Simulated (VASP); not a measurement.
Wanted: the native input for a VASP 6.6.1 run.

```
Task                   : single point
Functional             : PBEsol
Potentials or basis    : VASP PAW PBE potentials, release 64 (Cs_sv)
Cutoff                 : 520 eV
k mesh                 : 9 × 8 × 9
Occupations            : gaussian, width 0.1 eV
Spin                   : no spin polarisation
Dipole correction      : no
Further INCAR settings : ALGO = Fast; EDIFF = 1e-06; NBANDS = 10; ISYM = 0
```

The structure of Cs lies in POSCAR:

```
Cs
1.0
    0.0000000000      4.0883042420      4.0883042420
    4.1672709568     -0.0789667148      4.1672709568
    4.0883042420      4.0883042420      0.0000000000
Cs
1
Direct
    0.0000000000      0.0000000000      0.0000000000
```

This isn't the form of Cs at room conditions, which is bcc.

The cell isn't the ideal one: strained and moved within a subgroup.

These files were run (other wordings do the same):

INCAR

```
PREC = Accurate
ENCUT = 520
EDIFF = 1E-6
ISMEAR = 0
SIGMA = 0.1
LREAL = F
LASPH = T
NELM = 100
ALGO = Fast
ISIF = 2
LWAVE = F
LCHARG = F
GGA = PS
NBANDS = 10
ISYM = 0
```

KPOINTS

```
regular mesh
0
Gamma
  9 8 9
```

Potentials or basis: VASP PAW PBE potentials, release 64 (Cs_sv).

The run is started by

```console
$ cat potpaw_PBE.64/Cs_sv/POTCAR > POTCAR
$ mpirun -np 1 vasp_std > vasp.out
```

It gave:

| Item | Value |
| --- | --- |
| Pressure | -0.3 GPa |
| Band gap on the k mesh | none (metal or under the smearing width) |

Caveat: the PAW data sets were made with another functional, which shifts forces and pressure a little.

It took 3.8 min on 1 thread of Intel(R) Xeon(R) 6975P-C (Granite Rapids) (shared host), peak memory 0.62 GiB.
